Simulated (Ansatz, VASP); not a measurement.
Two plane-wave programs on Ir

```
CELL_PARAMETERS angstrom
2.07112 -3.51017 0.00000
2.07112 3.51017 0.00000
0.00000 0.00000 4.14776
ATOMIC_POSITIONS crystal
Ir 0.15250 0.84750 0.07850
Ir 0.65250 0.34750 0.42150
Ir 0.84750 0.15250 0.92150
Ir 0.34750 0.65250 0.57850
```

Alike in both runs: task single point; functional PBEsol; k mesh 6 × 6 × 4; occupations gaussian, width 0.1 eV; no spin polarisation.

|  | VASP | Ansatz |
| --- | --- | --- |
| version | VASP 6.6.1 | Ansatz 0.2.0 |
| potentials or method | VASP PAW PBE potentials, release 64 (Ir) | scalar-relativistic, plane waves, PAW |
| plane-wave cutoff (eV) | 520 | 420 |
| valence electrons in the cell | 36 | 68 |

VASP gave:

```
gap on the k mesh at the Fermi level (eV) : none
rms of the force components (eV/Å)        : 0.479
```

What did Ansatz give for the same quantities?

gap on the k mesh at the Fermi level (eV): none; rms of the force components (eV/Å): 0.571.

Atom by atom the forces differ by 0.120 eV/Å (rms over components). A gap of «none» marks a metal or a gap that the smearing closes. The two sets of potentials don't hold the same shells in valence.

Caveats: the k mesh is coarse (spacing up to 0.38 Å⁻¹), so the values aren't converged; the PAW data sets were made with another functional, which shifts forces and pressure a little (VASP). The runs have no spin-orbit coupling, so splittings on Ir are missing.
